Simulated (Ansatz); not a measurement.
**BaTiO3: response to strain**

Aim: deform BaTiO3 (equal xy, yz and zx engineering shear strains of +2 %) and compute stress, forces and field gradients with LAPW, PAW and all-electron datasets made for the crystal.

Program: Ansatz 0.2.0. Level of theory: DFT PBEsol, scalar-relativistic. These are calculated values, not measurements.

### 1 The system as given

Symmetry: Amm2, No. 38, orthorhombic system. The conventional cell has a = 3.984 Å, b = 5.674 Å, c = 5.692 Å, α = 90.00°, β = 90.00°, γ = 90.00°. Ba (site symmetry mm2) has 12 O at 2.80 to 2.89 Å as nearest neighbours. Ti (site symmetry mm2) has 6 O at 1.95 to 2.07 Å as nearest neighbours. O (site symmetry mm2) has 2 Ti at 1.99 Å and 4 Ba at 2.80 to 2.89 Å as nearest neighbours. O (site symmetry m) has 2 Ti at 1.95 to 2.07 Å and 4 Ba at 2.82 to 2.84 Å as nearest neighbours.

As a file:

```
Ba Ti O
1.0
     3.98410    0.00000    0.00000
     0.00000    2.83705    2.84580
     0.00000   -2.83705    2.84580
Ba Ti O
1 1 3
Direct
  0.00000 0.00000 0.00000
  0.50000 0.50790 0.50790
  0.00000 0.49210 0.49210
  0.50000 0.50251 0.99371
  0.50000 0.99371 0.50251
```

Atoms are numbered in the order of the input: Ba1, Ti2, O3, O4, O5.

### 2 The deformed structure

Space group Amm2 before, P1 after.

### 3 All-electron LAPW

input.yaml

```yaml
crystal:
  lattice:
    - [3.9841, 0.039841, 0.039841]
    - [0.0568285, 2.865508, 2.8741705]
    - [8.75e-05, -2.808592, 2.8174295]
  atoms:
    - { symbol: Ba, position: [0.0, 0.0, 0.0] }
    - { symbol: Ti, position: [0.5, 0.5079, 0.5079] }
    - { symbol: O, position: [0.0, 0.4921, 0.4921] }
    - { symbol: O, position: [0.5, 0.50251, 0.99371] }
    - { symbol: O, position: [0.5, 0.99371, 0.50251] }
kpoints:
  mp_grid: { grid: [8, 8, 8] }
  band_path:
    path:
      - [0.0, 0.0, 0.0]
      - [0.5, 0.0, 0.0]
      - [0.0, 0.0, 0.5]
      - [0.0, 0.0, 0.0]
      - [0.0, -0.5, 0.0]
      - [-0.5, -0.5, -0.5]
      - [0.0, 0.0, 0.0]
      - [0.0, -0.5, -0.5]
      - [-0.5, -0.5, 0.0]
    npoints: 5
scf:
  occupations: { method: fermi_dirac, width: 0.05 }
hamiltonian:
  xc: pbesol
  pseudopotentials: { kind: all_electron, lapw: { basis_error: 0.001 } }
output:
  forces: true
  stress: true
  eigenvalues: true
```

Run with:

```
ansatz run input.yaml --threads 2 --pin off --max-ram 8192MiB --backend cpu --events-out ev --progress --plain --runs-dir out
```

### 4 PAW with frozen cores

input.yaml

```yaml
crystal:
  lattice:
    - [3.9841, 0.039841, 0.039841]
    - [0.0568285, 2.865508, 2.8741705]
    - [8.75e-05, -2.808592, 2.8174295]
  atoms:
    - { symbol: Ba, position: [0.0, 0.0, 0.0] }
    - { symbol: Ti, position: [0.5, 0.5079, 0.5079] }
    - { symbol: O, position: [0.0, 0.4921, 0.4921] }
    - { symbol: O, position: [0.5, 0.50251, 0.99371] }
    - { symbol: O, position: [0.5, 0.99371, 0.50251] }
kpoints:
  mp_grid: { grid: [8, 8, 8] }
scf:
  occupations: { method: fermi_dirac, width: 0.05 }
hamiltonian:
  xc: pbesol
  pseudopotentials: { kind: paw }
output:
  forces: true
  stress: true
  eigenvalues: true
  efg: { contact_densities: true }
```

### 5 Datasets made for this crystal

Changes to input.yaml since step 4:

```diff
@@ -17,3 +17,3 @@
   xc: pbesol
-  pseudopotentials: { kind: paw }
+  pseudopotentials: { kind: all_electron, datasets: crystal }
 output:
```

(Steps that only read results are left out.)

**Question.** What will these runs give? Wanted: pressure; largest shear or deviatoric stress.

As calculated:

| quantity | value |
| --- | --- |
| pressure | LAPW -4.17, PAW -4.18, crystal datasets -4.17 GPa |
| largest shear or deviatoric stress (LAPW) | 2.36 GPa |

In words: The largest part of the stress beyond the pressure is 2.36 GPa in size; the atoms are carried along and not relaxed. No run of the undeformed cell stands beside it, so the pressure holds what the given cell had before the change. PAW: stress within 0.01 GPa of LAPW, forces within 4 meV/Å. Crystal datasets: stress within 0.01 GPa of LAPW, forces within 1 meV/Å. Spin-orbit coupling is left out, though the cell holds Ba; in elements this heavy it can shift bands and gaps by tenths of an eV.
